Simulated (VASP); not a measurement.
# ZrC (Fm-3m) in VASP: further runs

One crystal, ZrC, is run at these levels: PBE+D3(BJ); tasks: relaxation of cell and atoms.

Everything below comes from runs of VASP 6.6.1. Logs are shortened: lines on timing, memory, paths and dates and some standing lists are left out, and cuts for length are marked.

### 1 Starting point

It takes space group Fm-3m (No. 225, cubic). The conventional cell has a = 4.730 Å, b = 4.730 Å, c = 4.730 Å, α = 90.00°, β = 90.00°, γ = 90.00°. Zr (site symmetry m-3m) is surrounded by 6 C at 2.37 Å. C (site symmetry m-3m) has 6 Zr at 2.37 Å as nearest neighbours.

### 2 Relaxation of cell and atoms, PBE+D3(BJ)

Contents of INCAR:

```
SYSTEM = ZrC
PREC = Accurate
ENCUT = 520
EDIFF = 1E-7
ISMEAR = 0
SIGMA = 0.1
LREAL = .False.
LASPH = .True.
NELM = 80
ALGO = Fast
ISIF = 3
LWAVE = .False.
LCHARG = .False.
GGA = PE
IVDW = 12
IBRION = 2
NSW = 80
EDIFFG = -0.002
```

Contents of KPOINTS:

```
regular mesh
0
Gamma
  16 16 16
  0 0 0
```

Contents of POSCAR:

```
ZrC
1.0
    0.0000000000      2.3650000000      2.3650000000
    2.3650000000      0.0000000000      2.3650000000
    2.3650000000      2.3650000000      0.0000000000
Zr C
1 1
Direct
    0.5000000000      0.5000000000      0.5000000000
    0.0000000000      0.0000000000      0.0000000000
```

Potentials or basis: VASP PAW PBE potentials, release 64 (Zr_sv, C).

On the command line:

```sh
cat potpaw_PBE.64/Zr_sv/POTCAR potpaw_PBE.64/C/POTCAR > POTCAR
mpirun -np 1 vasp_std > vasp.out
```

OUTCAR:

```text
SYSTEM = ZrC
   PREC = Accurate
   ENCUT = 520
   EDIFF = 1E-7
   ISMEAR = 0
   LREAL = .False.
   LASPH = .True.
   NELM = 80
   ISIF = 3
   GGA = PE
   IVDW = 12
   IBRION = 2
   NSW = 80
   EDIFFG = -0.002
 IVDW          = 12

 ion  position               nearest neighbor table
   1  0.500  0.500  0.500-   2 2.37   2 2.37   2 2.37   2 2.37   2 2.37   2 2.37
   2  0.000  0.000  0.000-   1 2.37   1 2.37   1 2.37   1 2.37   1 2.37   1 2.37

  LATTYP: Found a face centered cubic cell.
 ALAT       =     4.7300000000

  Lattice vectors:

 A1 = (   0.0000000000,   2.3650000000,   2.3650000000)
 A2 = (   2.3650000000,   0.0000000000,   2.3650000000)
 A3 = (   2.3650000000,   2.3650000000,   0.0000000000)

Analysis of symmetry for initial positions (statically):
=====================================================================
 Subroutine PRICEL returns:
 Original cell was already a primitive cell.

 Routine SETGRP: Setting up the symmetry group for a
 face centered cubic supercell.

 Subroutine GETGRP returns: Found 48 space group operations
 (whereof 48 operations were pure point group operations)
 out of a pool of 48 trial point group operations.

The static configuration has the point symmetry O_h .

Analysis of symmetry for dynamics (positions and initial velocities):
=====================================================================
 Subroutine PRICEL returns:
 Original cell was already a primitive cell.

 Routine SETGRP: Setting up the symmetry group for a
 face centered cubic supercell.

 Subroutine GETGRP returns: Found 48 space group operations
 (whereof 48 operations were pure point group operations)
 out of a pool of 48 trial point group operations.

The dynamic configuration has the point symmetry O_h .

 Subroutine INISYM returns: Found 48 space group operations
 (whereof 48 operations are pure point group operations),
 and found     1 'primitive' translations

----------------------------------------------------------------------------------------

                                     Primitive cell

  volume of cell :      26.4560

  direct lattice vectors                    reciprocal lattice vectors
     0.000000000  2.365000000  2.365000000    -0.211416490  0.211416490  0.211416490
     2.365000000  0.000000000  2.365000000     0.211416490 -0.211416490  0.211416490
     2.365000000  2.365000000  0.000000000     0.211416490  0.211416490 -0.211416490

  length of vectors
     3.344615075  3.344615075  3.344615075     0.366184103  0.366184103  0.366184103

  position of ions in fractional coordinates (direct lattice)
     0.500000000  0.500000000  0.500000000
     0.000000000  0.000000000  0.000000000

  ion indices of the primitive-cell ions
   primitive index   ion index
                 1           1
                 2           2

----------------------------------------------------------------------------------------

 KPOINTS: regular mesh

Automatic generation of k-mesh.
 Grid dimensions read from file:
 generate k-points for:   16   16   16

 Generating k-lattice:

  Cartesian coordinates                     Fractional coordinates (reciprocal lattice)
    -0.013213531  0.013213531  0.013213531     0.062500000  0.000000000  0.000000000
     0.013213531 -0.013213531  0.013213531     0.000000000  0.062500000  0.000000000
     0.013213531  0.013213531 -0.013213531     0.000000000  0.000000000  0.062500000

  Length of vectors
     0.022886506  0.022886506  0.022886506

  Shift w.r.t. Gamma in fractional coordinates (k-lattice)
     0.000000000  0.000000000  0.000000000

 Subroutine IBZKPT returns following result:
 ===========================================

 Found    145 irreducible k-points:

 Following reciprocal coordinates:
            Coordinates               Weight
  0.000000  0.000000  0.000000      1.000000
  0.062500  0.000000  0.000000      8.000000
  0.125000  0.000000  0.000000      8.000000
  0.187500  0.000000  0.000000      8.000000
  0.250000  0.000000  0.000000      8.000000
  0.312500  0.000000  0.000000      8.000000
[... 16 lines left out ...]
 -0.125000  0.062500  0.000000     24.000000
 -0.062500  0.062500  0.000000     12.000000
 [... further k-points ...]
   k-points           NKPTS =    145   k-points in BZ     NKDIM =    145   number of bands    NBANDS=     12
   number of dos      NEDOS =    301   number of ions     NIONS =      2
   total plane-waves  NPLWV =  21952
   dimension x,y,z NGX =    28 NGY =   28 NGZ =   28
   dimension x,y,z NGXF=    56 NGYF=   56 NGZF=   56
   ions per type =               1   1
   NGX,Y,Z   is equivalent  to a cutoff of  13.92, 13.92, 13.92 a.u.
   NGXF,Y,Z  is equivalent  to a cutoff of  27.84, 27.84, 27.84 a.u.
 SYSTEM =  ZrC
   PREC   = accura    normal or accurate (medium, high low for compatibility)
   ISTART =      0    job   : 0-new  1-cont  2-samecut
   ICHARG =      2    charge: 1-file 2-atom 10-const
   ISPIN  =      1    spin polarized calculation?
   LNONCOLLINEAR =      F non collinear calculations
   LSORBIT =      F    spin-orbit coupling
   LASPH  =      T    aspherical Exc in radial PAW
   ENCUT  =  520.0 eV  38.22 Ry    6.18 a.u.   6.22  6.22  6.22*2*pi/ulx,y,z
   NELM   =     80;   NELMIN=  2; NELMDL= -5     # of ELM steps
   EDIFF  = 0.1E-06   stopping-criterion for ELM
   LREAL  =      F    real-space projection
   EDIFFG = -.2E-02   stopping-criterion for IOM
   NSW    =     80    number of steps for IOM
   IBRION =      2    ionic relax: 0-MD 1-quasi-New 2-CG
   NFREE  =      1    steps in history (QN), initial steepest desc. (CG)
   ISIF   =      3    stress and relaxation
   ISYM   =      2    0-nonsym 1-usesym 2-fastsym
   POTIM  = 0.5000    time-step for ionic-motion
   TEBEG  =    0.0;   TEEND  =   0.0 temperature during run
   PSTRESS=    0.0 pullay stress
   NELECT =      16.0000    total number of electrons
   NUPDOWN=      -1.0000    fix difference up-down
   EMIN   =  10.00;   EMAX   =-10.00  energy-range for DOS
   EFERMI =   0.00;   METHOD = LEGACY
   ISMEAR =     0;   SIGMA  =   0.10  broadening in eV -4-tet -1-fermi 0-gaus
   EFERMI_NEDOS =   21; number of points for ismear=-14 and -15
   IALGO  =     68    algorithm
   IMIX   =      4    mixing-type and parameters
     AMIX     =   0.40;   BMIX     =  1.00
     AMIX_MAG =   1.60;   BMIX_MAG =  1.00
  volume/ion in A,a.u.               =      13.23        89.27
  Fermi-wavevector in a.u.,A,eV,Ry     =   1.384439  2.616209 26.077880  1.916670
  Thomas-Fermi vector in A             =   2.508943
   LORBIT       =      0    0 simple, 1 ext, 2 COOP (PROOUT), +10 PAW based schemes
   GGA     = PE    functional components
   LHFCALC =     F    Hartree Fock is set to
   AEXX    =    0.0000 exact exchange contribution
   IVDW    =    12    specifies the selected vdW correction
   LEPSILON=     F    determine dielectric tensor
   LRPA    =     F    only Hartree local field effects (RPA)
 conjugate gradient relaxation of ions
 non-spin polarized calculation
 RMM-DIIS sequential band-by-band and
 Gauss-broadening in eV      SIGMA  =   0.10
  energy-cutoff  :      520.00
  volume of cell :       26.46
 maximum number of plane-waves:       728
 NGX is ok and might be reduce to    28
   NGX = 13   NGY = 13   NGZ = 13

--------------------------------------- Ionic step        1  -------------------------------------------

 number of electron      16.0000000 magnetization

 Free energy of the ion-electron system (eV)
  ---------------------------------------------------
  ext. energy  EPLUGINS =         0.00000000
  ---------------------------------------------------
  free energy    TOTEN  =       -19.45963167 eV

  energy without entropy =      -19.45762895  energy(sigma->0) =      -19.45863031

------------------------ aborting loop because EDIFF is reached ----------------------------------------

 Edisp (eV)   -0.78386

 E8    (eV) :    -0.3624
[... 31 lines left out ...]
--------------------------------------- Ionic step        2  -------------------------------------------

 number of electron      16.0000000 magnetization

 E-fermi :  10.4804     XC(G=0): -12.5034

 val. band max:       10.4615994182   @ k =   0.3750   0.3125   0.0000
 cond. band min:      10.5601528907   @ k =   0.4375   0.4375   0.0000
 fundamental gap:      0.0985534724
 Fermi energy:        10.4803836569

 k-point     1 :       0.0000    0.0000    0.0000
  band No.  band energies     occupation
      1     -37.3366      2.00000
      2     -14.9886      2.00000
      3     -14.9886      2.00000
      4     -14.9886      2.00000
      5      -1.0705      2.00000
      6      11.4396      0.00000
      7      11.4396      0.00000
      8      11.4396      0.00000
      9      11.6029      0.00000
     10      11.6029      0.00000
     11      11.6029      0.00000
     12      13.5169      0.00000
[... 331 lines left out ...]
 k-point    24 :      -0.0625    0.0625    0.0000
  band No.  band energies     occupation
      1     -37.3226      2.00000
      2     -15.0994      2.00000
      3     -15.0174      2.00000
      4     -14.9902      2.00000
      5      -0.8057      2.00000
      6      10.0482      2.00000
      7      10.2481      1.99898
      8      10.4073      1.69891
      9      11.7584      0.00000
     10      12.4404      0.00000
     11      12.5033      0.00000
     12      14.1969      0.00000

 [... further k-points ...]

------------------------ aborting loop because EDIFF is reached ----------------------------------------

 Edisp (eV)   -0.86360

 E8    (eV) :    -0.3998
[... 151 lines left out ...]
--------------------------------------- Ionic step        6  -------------------------------------------

 number of electron      16.0000000 magnetization

 Free energy of the ion-electron system (eV)
  ---------------------------------------------------
  ext. energy  EPLUGINS =         0.00000000
  ---------------------------------------------------
  free energy    TOTEN  =       -19.45279220 eV

  energy without entropy =      -19.45097814  energy(sigma->0) =      -19.45188517

 E-fermi :   9.7943     XC(G=0): -12.2158

 val. band max:        9.7786404619   @ k =   0.3125   0.2500   0.0000
 cond. band min:       9.8170223115   @ k =   0.4375   0.4375   0.0000
 fundamental gap:      0.0383818496
 Fermi energy:         9.7943470692

 k-point     1 :       0.0000    0.0000    0.0000
  band No.  band energies     occupation
      1     -38.2346      2.00000
      2     -15.9340      2.00000
      3     -15.9340      2.00000
      4     -15.9340      2.00000
      5      -1.5592      2.00000
      6      10.7443      0.00000
      7      10.7443      0.00000
      8      10.7443      0.00000
      9      10.9059      0.00000
     10      10.9059      0.00000
     11      10.9059      0.00000
     12      12.6668      0.00000
[... 331 lines left out ...]
 k-point    24 :      -0.0625    0.0625    0.0000
  band No.  band energies     occupation
      1     -38.2238      2.00000
      2     -16.0229      2.00000
      3     -15.9575      2.00000
      4     -15.9356      2.00000
      5      -1.3194      2.00000
      6       9.4038      2.00000
      7       9.6130      1.98966
      8       9.7618      1.35496
      9      11.0516      0.00000
     10      11.6867      0.00000
     11      11.7643      0.00000
     12      13.3028      0.00000

 [... further k-points ...]

------------------------ aborting loop because EDIFF is reached ----------------------------------------

 Edisp (eV)   -0.81340

 E8    (eV) :    -0.3762
[... 25 lines left out ...]
  FREE ENERGIE OF THE ION-ELECTRON SYSTEM (eV)
  ---------------------------------------------------
  free  energy   TOTEN  =       -20.2661938440 eV

  energy  without entropy=      -20.2643797899  energy(sigma->0) =      -20.26528682

 reached required accuracy - stopping structural energy minimisation
```

It took 5.5 min on 1 thread of Intel Xeon Platinum 8488C (Sapphire Rapids), shared host; peak memory 0.21 GiB.

What came out:

```yaml
Free_energy: -20.2662 eV
Relaxed_volume: 12.77 Å³/atom
Relaxed_cell: a = 3.305 Å, b = 3.305 Å, c = 3.305 Å, α = 60.00°, β = 60.00°, γ = 60.00°
Space_group_after_relaxing_to_0.05_Å: Fm-3m (No. 225)
Energy_gained_by_relaxing: 11.4 meV/atom
Ionic_steps: 6
Pressure_after_relaxing: 0.0 GPa
Band_gap_on_the_k_mesh: none (metal or under the smearing width)
Dispersion_energy_per_atom: -0.407 eV
```

The path:
```tsv
step	energy change (eV)	largest force (eV/Å)	pressure (GPa)	volume (Å³)
1	0.0000	0.0000	-7.65	26.46
2	0.0402	0.0000	14.89	24.11
3	-0.0227	0.0000	-0.12	25.55
4	-0.0227	0.0000	0.05	25.53
5	-0.0227	0.0000	-0.07	25.54
6	-0.0227	0.0000	-0.02	25.53
```

Final structure:
```xyz
2
Lattice="0.0000 2.3372 2.3372 2.3372 0.0000 2.3372 2.3372 2.3372 0.0000" Properties=species:S:1:pos:R:3 pbc="T T T"
Zr    2.3372    2.3372    2.3372
C     2.3372    0.0000    2.3372
```

Caveat: pairwise dispersion overbinds metals, which lowers pressure and volume.

(Continued in part 2 of 2.)
